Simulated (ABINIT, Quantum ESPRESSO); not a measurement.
# NaI: electronic dielectric constant by level of theory

**What was measured.** The electronic dielectric constant of NaI (Fm-3m) is reported as 3.01 (a printed reference work). The runs below try to reproduce it.

Symmetry: Fm-3m, No. 225, cubic system. The conventional cell has a = 6.473 Å, b = 6.473 Å, c = 6.473 Å, α = 90.00°, β = 90.00°, γ = 90.00°. I (site symmetry m-3m) has 6 Na at 3.24 Å as nearest neighbours. Around Na (site symmetry m-3m) lie 6 I at 3.24 Å.

```csv
rung,level,program and potentials,cutoff (eV),k mesh,smearing,task,spin,core time,chip,electronic dielectric constant,miss,notes
LDA,LDA,"Quantum ESPRESSO, GBRV 1.5 LDA",612,"6 × 6 × 6, shifted",fixed,dielectric tensor,off,2.6 min,Intel Xeon Platinum 8488C Sapphire Rapids,3.46,+15.0 %,-
GGA,AM05,"Quantum ESPRESSO, GBRV 1.5 PBE",612,"6 × 6 × 6, shifted",fixed,dielectric tensor,off,2.9 min,Intel Xeon Platinum 8488C Sapphire Rapids,3.36,+11.6 %,potentials made for PBE
GGA,WC,"Quantum ESPRESSO, GBRV 1.5 PBE",612,"6 × 6 × 6, shifted",fixed,dielectric tensor,off,2.9 min,Intel Xeon Platinum 8488C Sapphire Rapids,3.42,+13.6 %,potentials made for PBE
GGA,PBEsol,"Quantum ESPRESSO, GBRV 1.5 PBEsol",612,"6 × 6 × 6, shifted",fixed,dielectric tensor,off,2.9 min,Intel Xeon Platinum 8488C Sapphire Rapids,3.42,+13.6 %,-
GGA,PBE,"Quantum ESPRESSO, GBRV 1.5 PBE",612,"6 × 6 × 6, shifted",fixed,dielectric tensor,off,3 min,Intel Xeon Platinum 8488C Sapphire Rapids,3.38,+12.3 %,-
GGA,BLYP,"Quantum ESPRESSO, GBRV 1.5 PBE",612,"6 × 6 × 6, shifted",fixed,dielectric tensor,off,3.1 min,Intel Xeon Platinum 8488C Sapphire Rapids,3.29,+9.3 %,potentials made for PBE
LDA,LDA,"Quantum ESPRESSO, JTH 2.0 LDA",707,"4 × 4 × 4, shifted",fixed,phonons,off,3.2 min,Arm Neoverse V1,3.66,+21.6 %,cell relaxed first (30.30 Å³/atom)
GGA,PBE,"Quantum ESPRESSO, SPMS 1.0 PBE",952,"4 × 4 × 4, shifted",fixed,phonons,off,4.7 min,Arm Neoverse V1,3.34,+11.0 %,cell relaxed first (34.98 Å³/atom)
LDA,LDA,"Quantum ESPRESSO, PseudoDojo 0.4.1 SR LDA standard",1197,"4 × 4 × 4, shifted",fixed,phonons,off,5.2 min,AMD EPYC 7R32 Zen 2,3.64,+20.9 %,cell relaxed first (30.70 Å³/atom)
GGA,AM05,"Quantum ESPRESSO, PseudoDojo 0.4.1 SR PBE standard",1197,"4 × 4 × 4, shifted",fixed,phonons,off,6.7 min,AMD EPYC 7R32 Zen 2,3.36,+11.6 %,potentials made for PBE; cell relaxed first (34.54 Å³/atom)
GGA,PBE,"Quantum ESPRESSO, PseudoDojo 0.4.1 SR PBE standard",1197,"6 × 6 × 6, shifted",fixed,dielectric tensor,off,7.1 min,Arm Neoverse V1,3.38,+12.3 %,-
GGA,PBE,"ABINIT, PseudoDojo NC SR PBE v0.4.1 standard",1088,"4 × 4 × 4, 4 shifts",fixed,dielectric tensor,off,7.4 min,Arm Neoverse V2,3.38,+12.3 %,-
GGA,PBE,"ABINIT, Ansatz NC PBE",1088,"4 × 4 × 4, 4 shifts",fixed,dielectric tensor,off,14 min,Arm Neoverse V1,3.38,+12.3 %,-
GGA,PBE,"Quantum ESPRESSO, PseudoDojo 0.4 FR PBE standard",1197,"6 × 6 × 6, shifted",fixed,dielectric tensor,"SOC, no magnetisation",23 min,Arm Neoverse V2,3.41,+13.3 %,-
```

Times are single runs on shared hosts and different chips, so they are rough; meshes, cutoffs and the tasks' sizes weigh on the time. Smearing widths are in eV. The cell comes from a database and isn't always the measured one. Meshes differ between rows, which moves values too. All levels ran on this one cell, unrelaxed unless noted. Meshes are those of the run's cell of 2 atoms unless a note names another. Misses use the values as printed. Runs on faulty files, with rough fits or with known faults for this quantity aren't shown.

By rung: LDA 3.46; LDA in relaxed cells 3.64 to 3.66; GGA 3.29 to 3.42; GGA in relaxed cells 3.34 to 3.36. Measured: 3.01 (a printed reference work). Closest is BLYP (+9.3 %), and PBE misses by +11.0 % to +12.3 % on plain settings. The runs are for a static lattice, while measurements hold temperature and zero-point motion.
